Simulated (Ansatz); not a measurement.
A trial form of LiF

Level of theory: DFT PBE, scalar-relativistic, plane waves, PAW (Ansatz 0.2.0). Cutoff 420 eV, Gaussian smearing, Γ-centred meshes. Cell and atoms relax first on a coarse mesh and then on a converged one. In between, the cell is made exact in the group found at 0.06 Å. The steps can't lower the symmetry of their start. No spin polarisation.

The guess for LiF was made by a generator: 5-connected net, two elements spread over the vertices (P4_3, No. 78). Its size is a rough estimate.

```xyz
8
Lattice="5.2619 0.0000 0.0000 0.0000 5.2619 0.0000 0.0000 0.0000 2.5686" Properties=species:S:1:pos:R:3 pbc="T T T"
Li    3.5181    3.4360    1.7237
Li    1.7438    1.8259    0.4394
Li    1.8259    3.5181    1.0815
Li    3.4360    1.7438    2.3659
F     4.6780    2.8964    0.4378
F     0.5839    2.3655    1.7221
F     2.3655    4.6780    2.3643
F     2.8964    0.5839    1.0800
```

Energies over the elements count from the elements' standard structures at the same level (F₂ as a molecule), with no fitted energy shifts.

Task: Where does the relaxation end?

Result: The symmetry goes from P4_3 (No. 78) to P4_32_12 (No. 96). The volume per atom grows by 15.0 %, from 8.9 to 10.2 Å³. The shortest distance goes from 1.81 Å (Li–F and Li–Li) to 1.90 Å (Li–F). The energy falls by about 1.8 eV/atom (the start's value is from the coarse mesh). The end is written in a standard setting, so origin, axes and order of atoms can differ from the start's. Conventional cell: a = 5.384 Å, c = 2.821 Å. Around Li lie 4 F at 1.90–1.92 Å; around F lie 4 Li at 1.90–1.92 Å.

```cif
data_structure
_symmetry_space_group_name_H-M 'P 1'
_symmetry_Int_Tables_number 1
_cell_length_a 5.3838
_cell_length_b 5.3838
_cell_length_c 2.8213
_cell_angle_alpha 90.000
_cell_angle_beta 90.000
_cell_angle_gamma 90.000
_cell_volume 81.78
loop_
_atom_site_label
_atom_site_type_symbol
_atom_site_fract_x
_atom_site_fract_y
_atom_site_fract_z
_atom_site_occupancy
Li1 Li 0.66329 0.33671 0.25000 1
Li2 Li 0.33671 0.66329 0.75000 1
Li3 Li 0.16329 0.16329 0.00000 1
Li4 Li 0.83671 0.83671 0.50000 1
F1 F 0.83117 0.16883 0.75000 1
F2 F 0.16883 0.83117 0.25000 1
F3 F 0.33117 0.33117 0.50000 1
F4 F 0.66883 0.66883 0.00000 1
```

Task: How does it come out in energy, and is it a metal?

Result:

| Quantity | Value |
| --- | --- |
| Formation energy | −2.893 eV/atom |
| Gap on the 4×4×8 mesh of the 8-atom cell | 7.37 eV |

It lies below the elements, which doesn't yet make it stable against other compounds or structures.

The last run used Gaussian smearing of 0.02 eV. Kohn–Sham gaps at this level usually fall short of measured ones. A structure relaxed within its symmetry needn't be a true minimum.
